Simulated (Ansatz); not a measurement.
Hf2O: phonons across the zone

These are results of DFT PBE, scalar-relativistic, plane waves, PAW (Ansatz), not measurements. Settings: 420 eV plane-wave cutoff, Γ-centred 6×6×6 mesh, Gaussian smearing of 0.10 eV. No spin polarisation. Phonons by linear response, acoustic sum rule imposed.

Relaxed structure:
```yaml
crystal:
  lattice:
    - [5.59916, 0.00000, 0.00000]
    - [-2.79958, 4.84901, 0.00000]
    - [0.00000, 0.00000, 5.15609]
  atoms:
    - { symbol: Hf, position: [0.66625, 0.00000, 0.75636] }
    - { symbol: Hf, position: [0.66625, 0.66625, 0.24364] }
    - { symbol: Hf, position: [0.00000, 0.66625, 0.75636] }
    - { symbol: Hf, position: [0.33375, 0.00000, 0.24364] }
    - { symbol: Hf, position: [0.33375, 0.33375, 0.75636] }
    - { symbol: Hf, position: [0.00000, 0.33375, 0.24364] }
    - { symbol: O, position: [0.00000, 0.00000, 0.00000] }
    - { symbol: O, position: [0.33333, 0.66667, 0.50000] }
    - { symbol: O, position: [0.66667, 0.33333, 0.50000] }
```

The cell was found from a proposed guess, not taken from experiment. In a metal, frequencies and elastic constants depend on the k mesh and the smearing, soft modes and shear constants most. Spin–orbit coupling is left out, which matters for heavy elements. The q mesh is coarse, so values between its points are rough.

Force constants from linear response on a 2×2×1 q mesh.

Question: Is the structure dynamically stable on this mesh?

Answer: Yes, on this mesh: no mode is imaginary.

Question: Give the frequencies (cm⁻¹; i marks imaginary ones) at the irreducible q points, in fractions of the reciprocal vectors.

Answer:
```csv
q,star,frequencies
0.000 0.000 0.000,1,0 0 0 99 99 122 122 122 122 138 138 141 144 146 146 146 183 192 339 339 352 352 401 404 419 419 436
0.000 -0.500 0.000,3,77 80 91 95 101 107 107 117 125 127 135 138 143 143 149 153 157 181 332 363 368 368 407 408 409 414 436
```
